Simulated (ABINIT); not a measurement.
# AlP (F-43m): G0W0 in ABINIT against the screening cutoff in the self-energy, part 2 of 2

Wanted: the cheapest screening cutoff in the self-energy that holds the gap of AlP (F-43m).

ABINIT 10.8.3; PBE and many-body steps on it, plane waves. Known limits of the many-body steps: not at the basis limit; coarse k mesh.

So far. Step 2 (Screening, 4×4×4 mesh, 264 bands, screening to 217.7 eV): Local fields lower ε∞ by 12 %. On a Γ-centred mesh this coarse the value itself is usually too large, while a short band sum pulls it down. Step 5 (2.8 Ha): The gap on the mesh goes from 1.56 eV to 2.20 eV, a correction of +0.64 eV.

The database entry behind the starting cell differs from later determinations by our own check (0.1 to 0.3 % short, probably kX units), so it need not match the best structure at ambient conditions.

### Step 6. 4 Ha

Level of this step: G0W0 on PBE, plane waves, norm-conserving pseudopotentials (ABINIT).

Input file run.abi:

```
acell 3*1.0 Angstrom
rprim 
  -0.000000000000 2.725500000000 2.725500000000
  2.725500000000 -0.000000000000 2.725500000000
  2.725500000000 2.725500000000 -0.000000000000
ntypat 2
znucl 13 15
natom 2
typat 1 2
xred 
  0.000000000000 0.000000000000 0.000000000000
  0.250000000000 0.250000000000 0.250000000000
pp_dirpath "pseudos"
pseudos "Al.upf, P.upf"
ecut 18
ngkpt 4 4 4
nshiftk 1
shiftk 0 0 0
kptopt 1
chksymbreak 0
istwfk *1
occopt 1
irdwfk 1
optdriver 4
nband 264
gwcalctyp 0
ecutsigx 18
symsigma 1
nkptgw 2
kptgw 
  0.0000000000 0.0000000000 0.0000000000
  0.5000000000 0.5000000000 0.0000000000
bdgw 
  2 8
  3 6
ecuteps 4
irdscr 1
ppmodel 1
indata_prefix "in"
outdata_prefix "out"
tmpdata_prefix "tmp"
```

Started as:

```console
$ OMP_NUM_THREADS=1 mpirun -n 4 abinit run.abi > log
```

Output:

```text
.Version 10.8.3 of ABINIT. v10.8.2 released Aug 2026.

 Symmetries : space group F-4 3 m (#216); Bravais cF (face-center cubic)
[... echo of the input left out ...]
== DATASET  1 ==================================================================
-   mpi_nproc: 4, omp_nthreads: 1 (-1 if OMP is not activated)

--- !DatasetInfo
iteration_state: {dtset: 1, }
dimensions: {natom: 2, nkpt: 8, mband: 264, nsppol: 1, nspinor: 1, nspden: 1, mpw: 1008, }
cutoff_energies: {ecut:  18.0, pawecutdg:  -1.0, }
[...]
Band     E0 <VxcDFT>   SigX SigC(E0)      Z dSigC/dE  Sig(E)    E-E0       E
[...]
5   5.439  -8.285  -4.492  -3.742   0.795  -0.258  -8.244   0.040   5.479
        6   6.343  -9.002  -4.950  -3.840   0.791  -0.265  -8.834   0.168   6.511

== END DATASET(S) ==============================================================
================================================================================

 -outvars: echo values of variables after computation  --------
           etotal      0.0000000000E+00
            nband         264
             nkpt           8
          spgroup         216
 [... the other variables as echoed above ...]

 Calculation completed.
```

Elapsed: 7.8 s, on 4 MPI ranks of Arm Neoverse V1, shared host; peak memory 0.75 GiB; 31 s of CPU time.

Numbers from this step:

* G0W0 gap on the points computed: 2.305 eV
* starting gap on the mesh: 1.564 eV
* k of the valence top: 0, 0, 0
* k of the conduction bottom: 0.5, 0.5, 0
* least direct G0W0 gap on the computed points: 4.223 eV

Against the run before, the gap moves by +0.100 eV.

### Step 7. 6 Ha

run.abi, as its differences from that of step 6:

```diff
@@ -35,3 +35,3 @@
   3 6
-ecuteps 4
+ecuteps 6
 irdscr 1
```

Output:

```text
.Version 10.8.3 of ABINIT. v10.8.2 released Aug 2026.

 Symmetries : space group F-4 3 m (#216); Bravais cF (face-center cubic)
[... echo of the input left out ...]
== DATASET  1 ==================================================================
-   mpi_nproc: 4, omp_nthreads: 1 (-1 if OMP is not activated)

--- !DatasetInfo
iteration_state: {dtset: 1, }
dimensions: {natom: 2, nkpt: 8, mband: 264, nsppol: 1, nspinor: 1, nspden: 1, mpw: 1008, }
cutoff_energies: {ecut:  18.0, pawecutdg:  -1.0, }
[...]
Band     E0 <VxcDFT>   SigX SigC(E0)      Z dSigC/dE  Sig(E)    E-E0       E
[...]
5   5.439  -8.285  -4.492  -3.766   0.795  -0.258  -8.263   0.022   5.461
        6   6.343  -9.002  -4.950  -3.869   0.790  -0.265  -8.857   0.145   6.488

== END DATASET(S) ==============================================================
================================================================================

 -outvars: echo values of variables after computation  --------
           etotal      0.0000000000E+00
            nband         264
             nkpt           8
          spgroup         216
 [... the other variables as echoed above ...]

 Calculation completed.
```

It took 14 s on 4 MPI ranks; peak memory 0.79 GiB.

Numbers from this step:

```
G0W0 gap on the points computed              : 2.356 eV
starting gap on the mesh                     : 1.564 eV
k of the valence top                         : 0, 0, 0
k of the conduction bottom                   : 0.5, 0.5, 0
least direct G0W0 gap on the computed points : 4.233 eV
```

Against the run before, the gap moves by +0.051 eV.

### Step 8. 8 Ha

run.abi, as its differences from that of step 7:

```diff
@@ -35,3 +35,3 @@
   3 6
-ecuteps 6
+ecuteps 8
 irdscr 1
```

Output:

```text
.Version 10.8.3 of ABINIT. v10.8.2 released Aug 2026.

 Symmetries : space group F-4 3 m (#216); Bravais cF (face-center cubic)
[... echo of the input left out ...]
== DATASET  1 ==================================================================
-   mpi_nproc: 4, omp_nthreads: 1 (-1 if OMP is not activated)

--- !DatasetInfo
iteration_state: {dtset: 1, }
dimensions: {natom: 2, nkpt: 8, mband: 264, nsppol: 1, nspinor: 1, nspden: 1, mpw: 1008, }
cutoff_energies: {ecut:  18.0, pawecutdg:  -1.0, }
[...]
Band     E0 <VxcDFT>   SigX SigC(E0)      Z dSigC/dE  Sig(E)    E-E0       E
[...]
5   5.439  -8.285  -4.492  -3.774   0.795  -0.258  -8.270   0.015   5.454
        6   6.343  -9.002  -4.950  -3.880   0.790  -0.265  -8.866   0.136   6.479

== END DATASET(S) ==============================================================
================================================================================

 -outvars: echo values of variables after computation  --------
           etotal      0.0000000000E+00
            nband         264
             nkpt           8
          spgroup         216
 [... the other variables as echoed above ...]

 Calculation completed.
```

Elapsed: 34 s, on 4 MPI ranks; peak memory 0.92 GiB; 2.2 min of CPU time.

This step gave:

```
G0W0 gap on the points computed              : 2.381 eV
starting gap on the mesh                     : 1.564 eV
k of the valence top                         : 0, 0, 0
k of the conduction bottom                   : 0.5, 0.5, 0
least direct G0W0 gap on the computed points : 4.236 eV
```

Against the run before, the gap moves by +0.025 eV.

### Step 9. The runs together

Times are wall times on 4 MPI ranks of Arm Neoverse V1, shared host, good to a factor of about two. A run's time includes the screening step that it read.

| run | mesh | bands | screening cutoff (eV) | DFT gap (eV) | gap on the mesh (eV) | direct (eV) | ε∞ used | time |
| --- | --- | --- | --- | --- | --- | --- | --- | --- |
| 0.8 Ha | 4×4×4 | 264 | 21.8 | 1.564 | 1.972 | 4.023 | 10.70 | 28 s |
| 1.6 Ha | 4×4×4 | 264 | 43.5 | 1.564 | 2.026 | 4.070 | 10.70 | 28 s |
| 2.8 Ha | 4×4×4 | 264 | 76.2 | 1.564 | 2.205 | 4.188 | 10.70 | 28 s |
| 4 Ha | 4×4×4 | 264 | 108.8 | 1.564 | 2.305 | 4.223 | 10.70 | 32 s |
| 6 Ha | 4×4×4 | 264 | 163.3 | 1.564 | 2.356 | 4.233 | 10.70 | 39 s |
| 8 Ha | 4×4×4 | 264 | 217.7 | 1.564 | 2.381 | 4.236 | 10.70 | 58 s |

### Step 10. What came out

* 0.8 Ha: 1.972 eV
* 1.6 Ha: 2.026 eV
* 2.8 Ha: 2.205 eV
* 4 Ha: 2.305 eV
* 6 Ha: 2.356 eV
* 8 Ha: 2.381 eV
* known limits: not at the basis limit; coarse k mesh

**Reading.** The setting moved: screening cutoff in the self-energy. From 0.8 Ha to 8 Ha the gap moves by +0.41 eV, for 2.1 times the time. The last step still moves it by +0.025 eV. Bands and screening cutoff are coupled, so a series along one setting does not show full convergence. Bands and cutoff are finite, so the gap is not at the basis limit. The miss can reach some tenths of an eV and take either sign; the mesh is an error of its own. In the G0W0 runs levels were corrected at 2 k points alone, so a gap called «on the mesh» is the least over those, and an edge elsewhere would be missed. The 4×4×4 mesh is coarse for this cell, which bears on the long-range parts of exchange and screening.

[Paths, hosts, dates, memory and timing lines, banners, echoed tables and standing remarks are left out of the program output.]

[Logs are printed without paths, hosts, clocks, repeated set-up lines and the standing remarks that a program may print on its own settings, such as how far it seeks lower states.]

[Runs of the session that timed out or met a known fault of the program may be left out.]

[Hosts, paths, dates, database ids (printed as entryN), source tags and the programs' standing remarks are cut or masked in the printed files.]

[G0W0 gaps are taken among the corrected bands and points alone; a level outside them can change the order at an edge.]

[Where Ansatz stands beside ABINIT at settings called matched, ABINIT's density can come from a denser mesh and the files from another edition; pairs whose starting gaps differed by over 0.03 eV were left out, so agreement reads better than it is.]
